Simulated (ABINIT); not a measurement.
Wanted: the native input for an ABINIT 10.8.3 (patched build) run.

```
Task                : band structure
Functional          : LDA-PZ
Potentials or basis : JTH PAW LDA v2.0
Cutoff              : 544 eV
k mesh              : 10 × 10 × 9
Occupations         : fermi-dirac, width 0.05 eV
Spin                : spin-orbit coupling, no magnetisation
Fine-grid cutoff    : 1088.46 eV
```

Crystal: WC (Qusongite).

```
W C
1.0
     2.90650    0.00000    0.00000
    -1.45325    2.51710    0.00000
     0.00000    0.00000    2.83660
W C
1 1
Direct
  0.00000 0.00000 0.00000
  0.66667 0.33333 0.50000
```

The input as run:

run.abi

```
# Datasets: ground state, then fixed potential
ndtset 2

# Pseudopotentials
pp_dirpath "./"
pseudos "W.LDA_PW-JTH.xml, C.LDA_PW-JTH.xml"

# Structure
acell 5.4924889812 5.4924889812 5.3603971251
rprim
     1.0000000000     0.0000000000     0.0000000000
    -0.5000000000     0.8660254038     0.0000000000
     0.0000000000     0.0000000000     1.0000000000
ntypat 2
znucl 74 6
natom 2
typat 1 2
xred
     0.0000000000     0.0000000000     0.0000000000
     0.6666666667     0.3333333333     0.5000000000

# Plane-wave basis
ecut 544.227725 eV
pawecutdg 40.0

# Exchange and correlation
ixc 2

# Bands and occupations
occopt 3
tsmear 0.05 eV

# Spin
nspinor 2
nspden 1
pawspnorb 1

# SCF cycle
nstep 100

# Output
iomode 3
prtwf 0
prteig 0
prtebands 0
prtden1 1

# Dataset 1
kptopt1 4
ngkpt1 10 10 9
nshiftk1 1
shiftk1 0.0 0.0 0.0
nband1 26
tolvrs1 1.0e-9

# Dataset 2: bands along G-M-K-G-A-L-H-A
iscf2 -2
getden2 1
nband2 38
nbdbuf2 8
tolwfr2 1.0e-11
kptopt2 -7
ndivsm2 6
prteig2 1
prtvol2 -3
kptbounds2
     0.0000000000     0.0000000000     0.0000000000
     0.5000000000     0.0000000000     0.0000000000
     0.3333333333     0.3333333333     0.0000000000
     0.0000000000     0.0000000000     0.0000000000
     0.0000000000     0.0000000000     0.5000000000
     0.5000000000     0.0000000000     0.5000000000
     0.3333333333     0.3333333333     0.5000000000
     0.0000000000     0.0000000000     0.5000000000
```

Potentials or basis: JTH PAW LDA v2.0.

Run with:

```bash
$ abinit run.abi > log 2>&1
```

Results of the run:

- Pressure: -9.0 GPa
- Band gap on the k mesh: none (metal or under the smearing width)
- Valence electrons inside the program's atomic spheres: W 11.91; C 2.46

It took 3.9 min on 1 thread of Arm Neoverse V1, on a shared host, peak memory 0.17 GiB.
